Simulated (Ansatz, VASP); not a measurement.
# Two plane-wave programs on CuO

Contents of INCAR:

```
PREC = Accurate
ENCUT = 520
EDIFF = 1E-6
ISMEAR = -1
SIGMA = 0.05
LREAL = F
LASPH = T
NELM = 80
ALGO = Normal
ISIF = 2
LWAVE = F
LCHARG = F
GGA = PE
NBANDS = 16
```

The input KPOINTS:

```
regular mesh
0
Gamma
  6 6 6
```

File POSCAR:

```
CuO
1.0
    2.8363251100      0.0000000000      0.0000000000
   -1.4181625500      2.4563296000      0.0000000000
    0.0000000000      0.0000000000      2.7681127800
Cu O
1 1
Direct
    0.0000000000      0.0000000000      0.0000000000
    0.6666666667      0.3333333333      0.5000000000
```

File input.yaml:

```yaml
crystal:
  lattice:
    - [2.83632511, 0.0, 0.0]
    - [-1.41816255, 2.4563296, 0.0]
    - [0.0, 0.0, 2.76811278]
  atoms:
    - { symbol: Cu, position: [0.0, 0.0, 0.0] }
    - { symbol: O, position: [0.6666666667, 0.3333333333, 0.5] }
hamiltonian:
  xc: pbe
  pseudopotentials: { kind: paw }
kpoints:
  mp_grid: { grid: [6, 6, 6] }
scf:
  occupations: { method: fermi_dirac, width: 0.05 }
output:
  forces: true
  stress: true
  eigenvalues: true
  write_density: true
  write_potential: true
  elf: true
  volumetric_format: npy
```

Measurements of this composition are mostly on another form, of space group No. 15.

Alike in both runs: task single point; functional PBE; k mesh 6 × 6 × 6; occupations fermi-dirac, width 0.05 eV; no spin polarisation.

|  | VASP | Ansatz |
| --- | --- | --- |
| version | VASP 6.6.1 | Ansatz 0.2.0 |
| potentials or method | VASP PAW PBE potentials, release 64 (Cu, O) | Ansatz PAW |
| plane-wave cutoff (eV) | 520 | 420 |
| valence electrons in the cell | 17 | 25 |

|  | VASP | Ansatz | Ansatz less VASP |
| --- | --- | --- | --- |
| gap on the k mesh at the Fermi level (eV) | none | none | - |
| pressure (GPa) | -0.2 | -0.4 | -0.19 |
| largest component of the traceless stress (GPa) | 6.86 | 6.87 | +0.012 |

A gap of «none» marks a metal or a gap that the smearing closes. With one functional, cell and mesh, what is left measures potentials, basis and numerics. The two sets of potentials don't hold the same shells in valence.

Caveats: an odd number of electrons without spin polarisation forces a metal; a magnetic or distorted state may lie lower; the run has no spin polarisation, though such a crystal can be magnetic; the k mesh is coarse (spacing up to 0.43 Å⁻¹), so the values aren't converged (VASP); semilocal functionals often make such compounds metallic where correlation or magnetic order opens a gap, which also shifts bond lengths (VASP); the k mesh is coarse (spacing up to 0.43 Å⁻¹), so the values aren't converged, least of all with exact exchange (Ansatz); the pressure holds a Pulay correction of +0.7 GPa for the finite cutoff (Ansatz).
